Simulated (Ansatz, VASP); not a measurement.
## One calculation of CoSi, two programs

File INCAR:

```
PREC = Accurate ; ENCUT = 520
EDIFF = 1E-6 ; ISMEAR = 0
SIGMA = 0.1 ; LREAL = False
LASPH = True ; NELM = 60
ALGO = Normal ; ISIF = 2
LWAVE = False ; LCHARG = False
GGA = PE ; NBANDS = 36
```

KPOINTS

```
Automatic mesh
0
Gamma
  4 4 4
```

POSCAR

```
CoSi
1.0
    4.4380000000      0.0000000000      0.0000000000
    0.0000000000      4.4380000000      0.0000000000
    0.0000000000      0.0000000000      4.4380000000
Co Si
4 4
Direct
    0.1400000000      0.1400000000      0.1400000000
    0.3600000000      0.8600000000      0.6400000000
    0.6400000000      0.3600000000      0.8600000000
    0.8600000000      0.6400000000      0.3600000000
    0.8430000000      0.8430000000      0.8430000000
    0.6570000000      0.1570000000      0.3430000000
    0.3430000000      0.6570000000      0.1570000000
    0.1570000000      0.3430000000      0.6570000000
```

Input for Ansatz:

```yaml
crystal:
  lattice:
    - [4.438, 0.0, 0.0]
    - [0.0, 4.438, 0.0]
    - [0.0, 0.0, 4.438]
  atoms:
    - { symbol: Co, position: [0.14, 0.14, 0.14] }
    - { symbol: Co, position: [0.36, 0.86, 0.64] }
    - { symbol: Co, position: [0.64, 0.36, 0.86] }
    - { symbol: Co, position: [0.86, 0.64, 0.36] }
    - { symbol: Si, position: [0.843, 0.843, 0.843] }
    - { symbol: Si, position: [0.657, 0.157, 0.343] }
    - { symbol: Si, position: [0.343, 0.657, 0.157] }
    - { symbol: Si, position: [0.157, 0.343, 0.657] }
basis:
  ecutwfc: 420
kpoints:
  mp_grid: { grid: [4, 4, 4] }
hamiltonian:
  xc: pbe
scf:
  occupations: { method: gaussian, width: 0.1 }
output:
  forces: true
  stress: true
  eigenvalues: true
```

Alike in both runs: task single point; functional PBE; k mesh 4 × 4 × 4; occupations gaussian, width 0.1 eV; no spin polarisation.

|  | VASP | Ansatz |
| --- | --- | --- |
| version | VASP 6.6.1 | Ansatz 0.2.0 |
| potentials or method | VASP PAW PBE potentials, release 64 (Co, Si) | scalar-relativistic, plane waves, PAW |
| plane-wave cutoff (eV) | 520 | 420 |
| valence electrons in the cell | 52 | 84 |

```tsv
	VASP	Ansatz	Ansatz less VASP
gap on the k mesh at the Fermi level (eV)	none	none	-
pressure (GPa)	-0.4	-0.3	+0.08
rms of the force components (eV/Å)	0.112	0.109	-0.0030
```

Atom by atom the forces differ by 0.003 eV/Å (rms over components). A gap of «none» marks a metal or a gap that the smearing closes. The two sets of potentials don't hold the same shells in valence.

Spin polarisation is off, so any magnetic state and its effect on volume and gap are missing.
